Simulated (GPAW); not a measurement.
Runs of GPAW 26.7.0 on HgTe (Coloradoite). The structure is cubic, space group F-43m (No. 216). Conventional cell: a = 6.429 Å, b = 6.429 Å, c = 6.429 Å, α = 90.00°, β = 90.00°, γ = 90.00°. Around Hg (site symmetry -43m) lie 4 Te at 2.78 Å. Te (site symmetry -43m) is surrounded by 4 Hg at 2.78 Å. 

```tsv
task	level	potentials or basis	spin	band path	band points	spin axis theta (degrees)	spin axis phi (degrees)	data set	pressure (GPa)	V0 of scaled cells (Å³/atom)	B0 (GPa)
band structure	LDA	the program's PAW data sets (release 1.2.1) made for this functional, other valence, pw	off	GXWKGLUWLK,UX	80	-	-	Te 16	(a)	-	-
equation of state	PBEsol+D3	PAW data sets generated in the run's folder for this functional, pw	off	-	-	-	-	-	-	33.37	46
equation of state	LDA	the program's PAW data sets (release 1.2.1) made for this functional, other valence, pw	off	-	-	-	-	Te 16	-	33.26	(c)
equation of state	WC	PAW data sets generated in the run's folder for this functional, pw	off	-	-	-	-	-	-	(b)	42
band structure	SCAN	GPAW PAW data sets (gpaw-data 1.2.1), pw	SOC, no magnetisation	GXWKGLUWLK,UX	100	54.7	45	-	1.2	-	-
equation of state	revPBE+D3	the program's PAW data sets (release 1.2.1) made for this functional, pw	off	-	-	-	-	-	-	34.84	38
band structure	RPBE	the program's PAW data sets (release 1.2.1) made for this functional, pw	SOC, no magnetisation	GXWKGLUWLK,UX	60	90	45	-	6.3	-	-
```

Alike in all rows: cell as given; k mesh 6 × 6 × 6; cutoff (eV) 600; smearing fermi-dirac 0.05 eV.

Problem. Estimate the missing entries.

Solution. (a) -0.7; (b) 34.61; (c) 47.

Caveats: spin-orbit coupling was added after a scalar SCF, so levels and gaps hold it while energy, forces, pressure and moments don't (some runs); the PAW data sets were made with another functional, which shifts forces and pressure a little (some runs).

The runs don't all hold the same shells in valence.

Runs at the PBE level aren't shown here.
